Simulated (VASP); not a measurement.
## ZnS (strained zincblende): one PBE single-point calculation in two programs

```
CELL_PARAMETERS angstrom
0.02998 2.69712 2.69712
2.69712 0.02998 2.69712
2.69712 2.69712 0.02998
ATOMIC_POSITIONS crystal
Zn 0.00105 0.00105 0.00105
S 0.24895 0.24895 0.24895
```

The two codes use different PAW datasets and cutoffs. VASP's cell holds 18 valence electrons and Ansatz's 18. Ansatz's stress includes a Pulay correction; VASP's doesn't.

Cutoffs: 520 eV in VASP, 420 eV in Ansatz. k meshes: 8×8×8 and 8×8×8.

|  | VASP | Ansatz |
| --- | --- | --- |
| gap between bands v and c | 2.18 eV | 2.17 eV |
| least direct gap | 2.18 eV | 2.17 eV |
| pressure | 3.6 GPa | 3.4 GPa |

Band v is the last that the valence electrons fill when counted band by band, and c is the next. Levels in eV from the top of v, Ansatz:

```json
{"point": "Γ", "v−1": "0.00", "v": "0.00", "c": "2.17", "c+1": "6.18"}
{"point": "X", "v−1": "-2.39", "v": "-2.27", "c": "3.31", "c+1": "4.04"}
{"point": "K", "v−1": "-3.22", "v": "-1.95", "c": "3.98", "c+1": "6.07"}
{"point": "L", "v−1": "-0.99", "v": "-0.91", "c": "3.27", "c+1": "6.79"}
{"point": "W", "v−1": "-2.90", "v": "-2.82", "c": "5.63", "c+1": "6.10"}
```

VASP:

```csv
point,v−1,v,c,c+1
Γ,0.00,0.00,2.18,6.21
X,-2.39,-2.27,3.31,4.05
K,-3.22,-1.95,3.99,6.09
L,-0.99,-0.91,3.28,6.83
W,-2.90,-2.82,5.65,6.12
```
